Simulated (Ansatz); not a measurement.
## HfSiO4 (Hafnon): single point with PBEsol

HfSiO4 (Hafnon):

```
Hf Si O
1.0
    -3.28625    3.28625    2.98160
     3.28625   -3.28625    2.98160
     3.28625    3.28625   -2.98160
Hf Si O
2 2 8
Direct
  0.00698 0.99754 0.99520
  0.73951 0.24633 0.50007
  0.50480 0.49372 0.00355
  0.25020 0.75181 0.50611
  0.67734 0.49910 0.81797
  0.24137 0.92901 0.31615
  0.68175 0.86224 0.17892
  0.60635 0.92568 0.68549
  0.06691 0.37812 0.30920
  0.50096 0.32471 0.18311
  0.07256 0.75701 0.69003
  0.13351 0.32321 0.81010
```

The cell isn't the ideal one: atoms moved at random, drawn with an rms of 0.05 Å.

* Program: Ansatz 0.2.0
* Task: single point
* Functional: PBEsol
* Potentials or basis: Ansatz PAW
* Cutoff: 420 eV (not typed: the program's choice for these potentials)
* k mesh: 6 × 6 × 6
* Occupations: fermi-dirac, width 0.05 eV
* Spin: no spin polarisation

```
Pressure               : 2.5 GPa
Largest force          : 3.868 eV/Å
Band gap on the k mesh : 5.16 eV, indirect (least direct gap 5.53 eV)
```

Forces in eV/Å, atoms in the order of the input:
```
Hf   1.476 -0.705 -0.944
Hf  -0.947  0.716  0.437
Si   1.507 -3.305  1.331
Si  -1.722 -0.855 -1.043
O   -1.883  0.161  0.911
O    0.007 -0.026  0.397
O    0.823  0.151 -0.087
O   -0.033  1.149  1.425
O    1.146 -0.146  0.383
O   -0.145  2.620 -1.997
O   -0.073 -0.218 -0.512
O   -0.155  0.456 -0.303
```

Stress tensor (GPa, compression positive):
```
 1.23  0.31 -2.64
 0.31  2.95 -1.72
-2.64 -1.72  3.37
```

Levels at points of the mesh, in eV from the valence-band top:
```tsv
k point	band 52	band 53	band 54	band 55	band 56	band 57
(0.00, 0.00, 0.00)	-0.53	-0.48	0.00	5.62	5.88	5.89
(0.00, 0.00, -0.50)	-0.88	-0.64	-0.57	5.16	5.30	6.14
(0.00, -0.50, 0.00)	-0.85	-0.27	-0.16	5.48	5.63	6.17
(0.00, -0.50, -0.50)	-0.87	-0.33	-0.20	5.46	5.69	6.42
(-0.50, 0.00, 0.00)	-0.89	-0.28	-0.12	5.44	5.69	6.34
(-0.50, 0.00, -0.50)	-0.76	-0.34	-0.28	5.52	5.68	6.39
(-0.50, -0.50, 0.00)	-0.81	-0.59	-0.48	5.16	5.32	6.17
(-0.50, -0.50, -0.50)	-1.07	-0.96	-0.83	5.98	6.19	6.36
```

It took 27 s on 4 threads of Arm Neoverse V1, with other jobs on the host, peak memory 0.93 GiB.

Caveat: the pressure holds a Pulay correction of +0.8 GPa for the finite cutoff; spin-orbit coupling is left out, which moves the levels of the heavy elements; the PAW data sets come from PBE, with cores solved anew for the run's functional, which leaves a small shift of forces and pressure. A k mesh can miss the band edges.
